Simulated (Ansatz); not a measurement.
# Ta: convergence with LAPW's plane-wave cutoff

The task here is to estimate one member of a computed series from the others.

Program: Ansatz 0.2.0. Level of theory: DFT, PBE, all-electron LAPW, scalar-relativistic. These are calculated values, not measurements.

## Starting point

The structure is cubic, space group Im-3m (No. 229). Conventional cell: a = 3.303 Å, b = 3.303 Å, c = 3.303 Å, α = 90.00°, β = 90.00°, γ = 90.00°. Ta (site symmetry m-3m) is surrounded by 8 Ta at 2.86 Å.

As a file:

```cif
data_structure
_symmetry_space_group_name_H-M 'P 1'
_symmetry_Int_Tables_number 1
_cell_length_a 2.8601
_cell_length_b 2.8601
_cell_length_c 2.8601
_cell_angle_alpha 109.471
_cell_angle_beta 109.471
_cell_angle_gamma 109.471
_cell_volume 18.01
loop_
_atom_site_label
_atom_site_type_symbol
_atom_site_fract_x
_atom_site_fract_y
_atom_site_fract_z
_atom_site_occupancy
Ta1 Ta 0.00000 0.00000 0.00000 1
```

The geometry is a database entry used as it stands. It may stem from high pressure or temperature, or be incomplete, so it serves as a test cell.

Set-up of the first run:

The input, input.yaml:

```yaml
crystal:
  lattice:
    - [-1.65128, 1.65128, 1.65128]
    - [1.65128, -1.65128, 1.65128]
    - [1.65128, 1.65128, -1.65128]
  atoms:
    - { symbol: Ta, position: [0.0, 0.0, 0.0] }
kpoints:
  mp_grid: { grid: [15, 15, 15] }
scf:
  occupations: { method: fermi_dirac, width: 0.05 }
hamiltonian:
  xc: pbe
  pseudopotentials: { kind: all_electron, lapw: { basis_error: 0.00025 } }
output:
  forces: true
  stress: true
  eigenvalues: true
basis:
  ecutwfc: 90
```

Among the steps run: With plane-wave cutoff typed as 90 eV; With plane-wave cutoff typed as 150 eV; With plane-wave cutoff typed as 180 eV; With plane-wave cutoff typed as 220 eV.

One of the session's tables, all rows but one given; the rest of the session is left out.

```
cutoff (eV)  pressure (GPa)
         90            6.25
        150               ?
        180            2.87
        220            2.82
```

Estimate the missing values for cutoff (eV) = 150.

Worked estimate for «pressure (GPa)». A straight line through the neighbours (90, 6.25) and (180, 2.87) gives 6.25 + (2.87 − 6.25) × (150 − 90) / (180 − 90) = 4.00; a parabola fitted to 3 rows on both sides gives 3.49.

As computed: pressure (GPa): 3.03. In «pressure (GPa)» the line misses by +0.97 and the parabola by +0.46.

Energies are those extrapolated to zero smearing.

Caveats from the session: Spin-orbit coupling is left out, though the cell holds Ta; in elements this heavy it can shift bands and gaps by tenths of an eV.
